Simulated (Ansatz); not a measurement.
A relaxed cell of GaSb is given with its symmetry left out. It was relaxed at this level from a Materials Project cell.

Level of theory: DFT PBE, scalar-relativistic, plane waves, PAW (Ansatz 0.2.0). Cutoff 420 eV, Γ-centred mesh, Gaussian smearing, no spin polarisation.

```
CELL_PARAMETERS angstrom
-1.59505 2.61293 2.88371
1.59505 -2.61293 2.88371
1.59505 2.61293 -2.88371
ATOMIC_POSITIONS crystal
Ga 0.00000 0.00000 0.00000
Sb 0.50000 0.50000 0.00000
```

Energies over the elements count from the elements' standard structures at the same level, with no fitted energy shifts.

(1) Find its symmetry and describe it.

(2) What is its formation energy per atom?

(3) Is it a metal?

## Answers

(1) Immm (No. 71). Conventional cell: a = 3.190 Å, b = 5.226 Å, c = 5.767 Å. Around Ga lie 2 Sb at 2.88 Å, 4 Sb at 3.06 Å and 2 Ga at 3.19 Å; around Sb lie 2 Ga at 2.88 Å, 4 Ga at 3.06 Å and 2 Sb at 3.19 Å.

(2) +0.03 eV/atom. It can't be a ground state, since the elements alone are lower.

(3) Yes, bands cross the Fermi level on the 20×20×20 mesh.

The last run used a 20×20×20 mesh for its 2-atom cell and Gaussian smearing of 0.10 eV. For metals, differences of a few meV/atom aren't resolved. Spin–orbit coupling, which can matter for Sb, is left out. Symmetry constrained the relaxation, so the result can be a saddle point. Another cell of GaSb relaxed alike, in F-43m (a cell as deposited in COD), lies 199 meV/atom lower, so this cell isn't the stable form at this level.
